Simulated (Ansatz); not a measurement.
Rows from a G0W0 calculation on AlP (zincblende (110) film, 5 layers) (Ansatz 0.2.0; G0W0 on LDA, plane waves, PAW; PAW set soft_1; 4×2×1 mesh, 661 empty bands, screening to 50 eV, PAW set soft_1 files), in eV. Spin-orbit coupling is left out.

| row | k | band | start | Σx | Σc at the solution | Vxc |
| --- | --- | --- | --- | --- | --- | --- |
| A | (-0.500, 0.000, 0.000) | c2 | -4.183 | -5.575 | -3.440 | -9.563 |
| B | (-0.500, 0.000, 0.000) | c1 | -4.944 | -6.381 | -3.126 | -10.020 |
| C | Γ | v1 | -5.882 | -15.992 | 1.727 | -14.036 |
| D | Γ | c2 | -3.514 | -6.078 | -3.698 | -10.487 |
| E | (-0.500, 0.000, 0.000) | v1 | -6.144 | -14.722 | 1.736 | -12.687 |
| F | Γ | c1 | -4.217 | -5.978 | -3.398 | -9.947 |

Question: Work out each quasiparticle level and how far it moved.

The quasiparticle equation reads E = start + Σx + Σc(E) − Vxc.

| row | E (eV) | shift (eV) |
| --- | --- | --- |
| A | -3.635 | +0.548 |
| B | -4.431 | +0.513 |
| C | -6.110 | −0.229 |
| D | -2.803 | +0.711 |
| E | -6.443 | −0.299 |
| F | -3.645 | +0.572 |

The gap over the computed points goes from 0.94 eV to 1.68 eV.

Limits: not at the basis limit; coarse mesh for a sheet.

[Runs of the session that timed out or met a known fault of the program may be left out.]

[Cells called generated may have been cut or substituted from an entry of the Crystallography Open Database or the Materials Project.]

[Hosts, paths, dates, database ids (printed as entryN), source tags and the programs' standing remarks are cut or masked in the printed files.]
